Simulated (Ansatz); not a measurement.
**AgBr: relaxation of cell and atoms with RPBE+D4**

AgBr:

```xyz
2
Lattice="0.0000 2.8702 2.8702 2.8702 0.0000 2.8702 2.8702 2.8702 0.0000" Properties=species:S:1:pos:R:3 pbc="T T T"
Ag    0.0000    0.0000    0.0000
Br    2.8702    2.8702    2.8702
```

| Item | Value |
| --- | --- |
| Program | Ansatz 0.2.0 |
| Task | relaxation of cell and atoms |
| Functional | RPBE |
| Dispersion | D4 |
| Potentials or basis | all-electron LAPW, scalar-relativistic |
| Basis error allowed | 0.001 eV/atom |
| k mesh | 8 × 8 × 8 |
| Occupations | fermi-dirac, width 0.05 eV |
| Spin | no spin polarisation |

```yaml
Relaxed_volume: 23.49 Å³/atom
Relaxed_cell: a = 4.050 Å, b = 4.050 Å, c = 4.050 Å, α = 60.00°, β = 60.00°, γ = 60.00°
Space_group_after_relaxing_to_0.05_Å: Fm-3m (No. 225)
Energy_gained_by_relaxing: 0.1 meV/atom
Ionic_steps: 3
Pressure_after_relaxing: 0.0 GPa
Band_gap_on_the_k_mesh: 0.85 eV
```

The path:
| step | energy change (eV) | largest force (eV/Å) | volume (Å³) |
| --- | --- | --- | --- |
| 1 | 0.0000 | 0.0000 | 47.29 |
| 2 | -0.0002 | 0.0000 | 46.99 |
| 3 | -0.0002 | 0.0000 | 46.99 |

Final structure:
```xyz
2
Lattice="0.0000 2.8641 2.8641 2.8641 0.0000 2.8641 2.8641 2.8641 0.0000" Properties=species:S:1:pos:R:3 pbc="T T T"
Ag    0.0000    0.0000    0.0000
Br    2.8641    2.8641    2.8641
```

It took 11 s on 1 thread of Intel(R) Xeon(R) Platinum 8488C (Sapphire Rapids), with other jobs on the host, peak memory 0.36 GiB.

A k mesh can miss the band edges. RPBE gaps usually lie below the measured ones, often by a third to a half.
